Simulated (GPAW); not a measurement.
The system is Ni.

```xyz
2
Lattice="2.4480 0.0000 0.0000 -1.2240 2.1201 0.0000 0.0000 0.0000 4.0728" Properties=species:S:1:pos:R:3 pbc="T T T"
Ni    1.2240    0.7067    3.0546
Ni    0.0000    1.4134    1.0182
```

This isn't the form of Ni at room conditions, which is fcc.

Base run:

| Property | Result |
| --- | --- |
| Program | GPAW 26.7.0 |
| Functional | PBE |
| Potentials or basis | GPAW PAW data sets (gpaw-data 1.2.1) |
| Cutoff | 600 eV |
| Basis | pw |
| k mesh | 12 × 12 × 7 |
| Occupations | fermi-dirac, width 0.05 eV |
| Spin | collinear spin, ferromagnetic start |
| Starting moments | [1.5, 1.0] μB |
| Fixed moment | 2.5 μB |

Its results: pressure 16.6 GPa; site moments Ni +1.23 μB.

Problem. After a change of settings the same cell gave: pressure 10.3 GPa; site moments Ni +0.78 μB. Which change was it?
A. fixed moment from 2.5 μB to 0 μB; moments at the start from [1.5, 1.0] to [-1.0, 1.0]
B. fixed moment from 2.5 μB to 2 μB; moments at the start from [1.5, 1.0] to [1.0, 1.0]
C. fixed moment from 2.5 μB to 1 μB; moments at the start from [1.5, 1.0] to [0.0, 1.0]
D. fixed moment from 2.5 μB to 1.5 μB; moments at the start from [1.5, 1.0] to [0.5, 1.0]

Solution. D.

Caveats: the stock nickel data set gives pressures a few GPa off other programs; the total moment is fixed, so each spin has its own Fermi level.
